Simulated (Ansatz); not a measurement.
A 4-atom cell of MgTe started from a crystallographic database, relaxed with r2SCAN, was run in Ansatz 0.2.0 under altered settings. All numbers are computed, without spin polarisation but where a row says otherwise.

```yaml
crystal:
  lattice:
    - [4.57751, 0.00000, 0.00000]
    - [-2.28876, 3.96424, 0.00000]
    - [0.00000, 0.00000, 7.45558]
  atoms:
    - { symbol: Mg, position: [0.33333, 0.66667, 0.00440] }
    - { symbol: Mg, position: [0.66667, 0.33333, 0.50440] }
    - { symbol: Te, position: [0.33333, 0.66667, 0.38060] }
    - { symbol: Te, position: [0.66667, 0.33333, 0.88060] }
```

The base run's other keys:
```yaml
kpoints:
  mp_grid: { grid: [6, 6, 2] }
hamiltonian:
  xc: hse06
scf:
  occupations: { method: fixed }
  n_extra_bands: 5
```

It takes 12 iterations with 2647 plane waves at 420 eV and 14 k points, and leaves a mean stress of -0.07 GPa. The gap over this mesh is 3.317 eV. It ran on 4 threads of Arm Neoverse N1 (shared host).

Outcomes, with energy and stress as changes against the base:
```
                                     setting    outcome  ΔF (meV/atom)  Δ mean stress (GPa)  gap on the mesh (eV)  iterations  wall time
      PBE hybrid, exx coeff 0.15, unscreened  converged              –                 +0.3                 3.349          11       47 s
PBE hybrid, exx coeff 0.05, omega 0.2078 1/Å  converged              –                 +0.6                 2.628           9       42 s
    PBE hybrid, exx coeff 1.5, omega 0.5 1/Å    refused              –                    –                     –           –     0.03 s
                      basis.ecutrho_ratio: 8  converged            0.0                  0.0                 3.317          12       54 s
```
A dash marks a value that wasn't obtained or can't be compared. Stress is positive in compression. The base took 49 s. The base's mesh is coarse for a hybrid, so its own values aren't converged.

- PBE hybrid, exx coeff 0.15, unscreened. That is 15 % exact exchange, at all ranges, against HSE06's 25 % screened at 0.208 1/Å. The mean stress moves by +0.3 GPa and the gap on the mesh by +0.032 eV (to 3.349). Totals of different functionals aren't comparable.
- PBE hybrid, exx coeff 0.05, omega 0.2078 1/Å. That is 5 % exact exchange, screened with ω = 0.2078 1/Å, against HSE06's 25 % screened at 0.208 1/Å. The mean stress moves by +0.6 GPa and the gap on the mesh by -0.690 eV (to 2.628). Totals of different functionals aren't comparable.
- PBE hybrid, exx coeff 1.5, omega 0.5 1/Å. The program doesn't start. Error: invalid value for `hamiltonian.xc.exx.coeff`: must be finite and in (0, 1]; got 1.5

Within 1 meV an atom, 0.1 GPa and 0.005 eV of the base stay: basis.ecutrho_ratio: 8.

Spin-orbit coupling is left out, which matters wherever the heavy atoms make up the band edges.

The program warns that its thresholds are loose for a hybrid's stress.

The meshes of the hybrids are coarse, so their gaps aren't converged to the digits shown.
